## Pressure at a fixed cell

The pressure of a crystal held at volume $V$ is $P=-\mathrm{d}E/\mathrm{d}V$, where $E$ is its energy. It is positive when the crystal is compressed and would expand if released. Here it was computed for gallium phosphide with five density functionals, with the atoms at the same places each time. The energy over elements is the energy of the crystal less that of solid gallium and phosphorus in the same functional.

Ansatz 0.2.0, scalar-relativistic plane-wave DFT with PAW, for GaP (F-43m, 2 atoms, fixed cell and atoms). All rows use a 6×6×6 k mesh and Gaussian smearing of 0.1 eV, without spin polarization or dispersion correction. Energies are at zero smearing, relative to the elements' standard crystals in the same functional; pressure is positive in compression.

```
functional  wave cutoff  energy over elements (eV/atom)  pressure (GPa)
       LDA       420 eV                          -0.400          -2.780
       PBE       420 eV                          -0.420           2.480
    PBEsol       420 eV                          -0.401          -0.580
    r2SCAN       500 eV                          -0.519           0.020
     HSE06       420 eV                          -0.517           0.680
```

LDA would shrink this cell and PBE would expand it. PBEsol would shrink it slightly and HSE06 would expand it slightly, while r2SCAN leaves it almost free of stress. The cell edge agrees with the measured one to roughly 0.1 %, a recalled figure, so these tendencies are close to the errors of each functional.

## From pressure to a cell edge

An engineer needs a length, not a pressure. Near the preferred volume $V_0$ the energy is a parabola, $E\approx E_0+B(V-V_0)^2/(2V_0)$, with $B$ the bulk modulus. Its slope gives $P=B(V_0-V)/V_0$. A small relative change of volume is three times that of the edge $a$, so

$$\frac{\Delta a}{a}\approx\frac{P}{3B}.$$

The same pressure moves the edge of a stiff crystal less than that of a soft one.

For PBE, with a rough recalled $B$ of 88 GPa, the change is $2.48/(3\times 88)=0.0094$, or 0.94 %. The edge would grow from 5.45 to about 5.50 Å. A softer crystal with $B=75$ GPa would give 1.1 %, so the estimate is good to about 0.2 percentage points. No relaxed cell is available to test it.

LDA comes out about 1 % too small in the same way. That matters for growth on silicon, whose lattice differs from that of GaP by only about 0.4 %, again a rough recalled figure. A GaP edge from LDA or PBE, set beside the measured edge of silicon, would bury this mismatch. The changes for PBEsol, r2SCAN and HSE06 stay below 0.3 %.

## Why LDA and PBE err in opposite directions

Consider two limits. In a perfectly even electron gas all density gradients vanish, and PBE and PBEsol reduce to LDA. In atoms pulled far apart the density is very uneven, and the gradient term in exchange lowers the energy. PBE therefore favours separated atoms more than LDA does, and the crystal expands. This is the standard explanation, and the order of the pressures agrees with it.

PBEsol has a weaker gradient term in exchange, with a coefficient about 0.55 times that of PBE. If this term alone set the pressure, PBEsol would make 55 % of the step from LDA to PBE. It makes 42 %. The simple rule, scaled on the LDA and PBE rows only, predicts 0.09 GPa where the calculation gives −0.58 GPa, so it misses by 0.67 GPa and gets the sign wrong. That it puts PBEsol between the other two is no success, since any share between zero and one would do so.

The likely reason is correlation. Its gradient term works against that of exchange, and PBEsol weakens it by a smaller proportion. What remains of the expansion is then less than the exchange term alone suggests. This argument has the right direction, but no calculation here separates the two parts.

r2SCAN also uses the kinetic energy density of the orbitals, which helps it to tell a covalent bond from a metallic region. Its pressure of 0.02 GPa shows that it prefers this cell at these settings. The k mesh is coarse, and no run with finer settings shows how far the pressure would move. Vibrations, which are left out, also expand a real crystal by something like a tenth of a per cent. PBEsol, r2SCAN and HSE06 should therefore not be ranked against nature on the cell edge.

## What exact exchange changes

HSE06 has a useful limit of its own. It replaces a quarter of the short-range exchange of PBE by exact exchange, and with that fraction set to zero it becomes PBE. The step from PBE to HSE06, at equal cutoff and equal cell, therefore shows the effect of exact exchange. The pressure falls from 2.48 to 0.68 GPa, which removes most of the expansion. The HSE06 stress was loosely converged and no error bar is known, so its small pressure is less certain than the others.

The larger effect is on the band gap. The same runs give an indirect gap of 1.65 eV with PBE, 1.91 eV with r2SCAN and 2.29 eV with HSE06. LDA and PBEsol lie near 1.5 eV. Since the atoms do not move, none of these differences comes from a change of volume.

Theory explains the direction. Exact exchange binds an orbital through its overlap with all the occupied orbitals, and occupied states gain more from this than empty ones. The exchange potential of PBE is the same for both, so mixing in exact exchange widens the gap. The band edges fit this picture. From PBE to HSE06 the top of the valence band falls by about 0.44 eV, measured from the average electrostatic potential, while the bottom of the conduction band rises by about 0.20 eV. r2SCAN depends on the orbitals through their kinetic energy and goes part of the way.

The measured gap is roughly 2.3 eV. HSE06 meets it, and PBE falls short by about 0.6 eV, which is far too much for predicting the colour of absorbed light. The close agreement of HSE06 should not be read to the hundredth of an electronvolt, because two effects that narrow the gap are missing. Spin-orbit coupling is expected to take off a few hundredths of an electronvolt, and vibrations roughly a tenth.

## The cell also enters the gap

A cheap relaxation followed by a good gap calculation works only if the relaxed cell is good. With PBE at the present cell, the direct gap lies just 0.17 eV above the indirect one. Letting PBE expand the cell would lower the direct gap by roughly a quarter of an electronvolt, judged from its rough recalled pressure dependence. PBE might then wrongly make GaP a direct-gap material, a point that only a calculation at the relaxed cell could settle.

The present cell avoids this problem for HSE06. Its own preferred edge is only about 0.3 % larger, and its direct gap lies 0.50 eV above the indirect one. Computing the HSE06 gap at an r2SCAN or PBEsol cell is therefore a sound plan here.

## Energy of formation follows another order

A functional that errs in volume need not err equally in the energy of formation. LDA and PBE differ by 5.26 GPa in pressure but by only 0.02 eV/atom in the energy over elements. Overbinding by LDA affects the elements as well as the compound, and much of it can cancel in the difference.

The larger step separates LDA, PBE and PBEsol from r2SCAN and HSE06, which make GaP more stable by about 0.11 eV/atom. The strain of the fixed cell costs at most about 6 meV/atom and cannot produce this step. A plausible cause is uneven treatment of metallic gallium, elemental phosphorus and the covalent compound. Without separate results for the elements this remains a guess, and the table cannot tell which group is nearer to experiment.

For a process the step is large. It amounts to 21 kJ per mole of GaP, while $RT$ at 1000 K is about 8 kJ/mol. At that temperature gallium is liquid and phosphorus a vapour, while the table refers to the solid elements. If the step carried over unchanged, the equilibrium constant for forming GaP would change by a factor of about $\exp(21/8.3)$, more than tenfold. Such a prediction should be checked against a measured heat of formation, whichever functional is used.

## Cost and choice

LDA, PBE and PBEsol cost nearly the same, since each needs only the density and at most its gradient. r2SCAN adds the kinetic energy density, and its higher cutoff here brings about 30 % more plane waves. HSE06 is of another class. Each orbital must be paired with nine occupied orbitals at each of 216 k points, or 1944 partners before symmetry reduces the work. Doubling the mesh in each direction multiplies the partners by eight. One or two orders of magnitude in cost over PBE is a rough expectation, not a timing, and it depends on the mesh and on how far symmetry helps.

For the cell edge of GaP, PBEsol gives most of the benefit at the lowest cost. r2SCAN is the best single compromise if a gap too small by about 0.4 eV is acceptable. For the gap itself HSE06 is worth its price, but one calculation at a cell from either of the other two is enough. The estimates for every row are listed in the output that follows.

The analysis program printed:

```
Estimated relaxation of the cell:
     row  edge change linear %  edge change Murnaghan %  edge linear A  strain energy meV/atom
     LDA                -1.053                   -1.129          5.394                   5.551
     PBE                0.9394                   0.8884          5.503                   4.417
  PBEsol               -0.2197                  -0.2228           5.44                  0.2416
  r2SCAN              0.007576                 0.007572          5.452               0.0002873
   HSE06                0.2576                   0.2535          5.466                  0.3321
Gaps at the fixed cell:
     row  indirect gap eV  direct gap eV  direct less indirect eV  indirect less rough measured 2.3 eV
     LDA            1.492          1.601                   0.1088                              -0.8075
     PBE            1.652          1.822                   0.1695                              -0.6477
  PBEsol            1.511          1.737                    0.226                              -0.7892
  r2SCAN            1.906          2.359                   0.4534                              -0.3943
   HSE06            2.291          2.795                   0.5043                             -0.00937
Pressure step from LDA to PBE in GPa: 5.26
Edge step from LDA to PBE in %: 1.992
PBE edge change in % if the bulk modulus is 75 GPa: 1.102
Share of the LDA to PBE pressure step made by PBEsol: 0.4183
Ratio of exchange gradient coefficients PBEsol to PBE: 0.5455
PBEsol pressure predicted from that ratio in GPa: 0.08909
Prediction less computed PBEsol pressure in GPa: 0.6691
Energy split between the two groups in eV/atom: 0.111
Energy split in kJ/mol of GaP formula units: 21.42
Energy of LDA less PBE in eV/atom: 0.02
Gap step from PBE to r2SCAN in eV: 0.2535
Gap step from r2SCAN to HSE06 in eV: 0.3849
Gap step from PBE to HSE06 in eV: 0.6384
Order of magnitude of direct gap fall on PBE relaxation in eV at rough 0.1 eV/GPa: 0.248
Plane waves at 500 eV over those at 420 eV: 1.299
Occupied orbitals on the full mesh paired with each orbital in exact exchange: 1944
```
